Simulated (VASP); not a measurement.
Set up this calculation in VASP 6.6.1, as the native input.

| Item | Value |
| --- | --- |
| Task | single point |
| Functional | LDA |
| Potentials or basis | VASP PAW LDA potentials, release 64 (In_d, O) |
| Cutoff | 900 eV |
| k mesh | 7 × 7 × 7 |
| Occupations | gaussian, width 0.05 eV |
| Spin | no spin polarisation |
| Further INCAR settings | ADDGRID = False; ALGO = Normal; EDIFF = 1e-08 |

The structure of In2O3 lies in POSCAR:

```
In2O3
1.0
    2.7435000000      1.5839604635      4.8366666667
   -2.7435000000      1.5839604635      4.8366666667
    0.0000000000     -3.1679209270      4.8366666667
In O
4 6
Direct
    0.8573100000      0.8573100000      0.8573100000
    0.6426900000      0.6426900000      0.6426900000
    0.1426900000      0.1426900000      0.1426900000
    0.3573100000      0.3573100000      0.3573100000
    0.0480000000      0.7500000000      0.4520000000
    0.7500000000      0.4520000000      0.0480000000
    0.4520000000      0.0480000000      0.7500000000
    0.9520000000      0.2500000000      0.5480000000
    0.2500000000      0.5480000000      0.9520000000
    0.5480000000      0.9520000000      0.2500000000
```

These files were run (other wordings do the same):

INCAR

```
SYSTEM = In2O3
  PREC = Accurate
  ENCUT = 900
  EDIFF = 1E-8
  ISMEAR = 0
  SIGMA = 0.05
  LREAL = .False.
  LASPH = .True.
  NELM = 100
  ALGO = Normal
  ISIF = 2
  LWAVE = .False.
  LCHARG = .False.
  GGA = CA
  ADDGRID = .False.
```

KPOINTS

```
regular mesh
0
Gamma
  7 7 7
  0 0 0
```

Potentials or basis: VASP PAW LDA potentials, release 64 (In_d, O).

The run is started by

```console
$ cat potpaw_LDA.64/In_d/POTCAR potpaw_LDA.64/O/POTCAR > POTCAR
$ mpirun -np 1 vasp_std > vasp.out
```

It gave:

```yaml
Pressure: -2.4 GPa
Largest_force: 0.176 eV/Å
Band_gap_on_the_k_mesh: 1.20 eV, indirect (least direct gap 1.25 eV)
```

Caveat: spin-orbit coupling is left out, which moves the levels of the heavy elements; an odd mesh through Γ misses points on the zone boundary, where band edges often lie.

Run time: 7.6 min on 1 thread of Intel(R) Xeon(R) 6975P-C (Granite Rapids) (shared host), peak memory 0.68 GiB.
